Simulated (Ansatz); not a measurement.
KBr:

```
CELL_PARAMETERS angstrom
0.00000 3.30000 3.30000
3.30000 0.00000 3.30000
3.30000 3.30000 0.00000
ATOMIC_POSITIONS crystal
Br 0.50000 0.50000 0.50000
K 0.00000 0.00000 0.00000
```

Base run:

```yaml
Program: Ansatz 0.2.0
Functional: BPBE
Potentials_or_basis: Ansatz PAW
Cutoff: "420 eV (not typed: the program's choice for these potentials)"
k_mesh: 7 × 7 × 7
Occupations: fermi-dirac, width 0.05 eV
Spin: no spin polarisation
```

Its results: band gap on the k mesh 4.59 eV, direct; pressure 1.1 GPa.

Q: The run is repeated on the same cell with these changes: functional from BPBE to LDA; spin from no spin polarisation to spin-orbit coupling, no magnetisation; potential files from those of the base run to others of the same set. What comes out?

A: Band gap on the k mesh 3.87 eV, direct; pressure -1.6 GPa.

Several settings changed at once, so the effect can't be laid on one alone.

Caveats: the PAW data sets come from PBE, with cores solved anew for the run's functional, which leaves a small shift of forces and pressure.
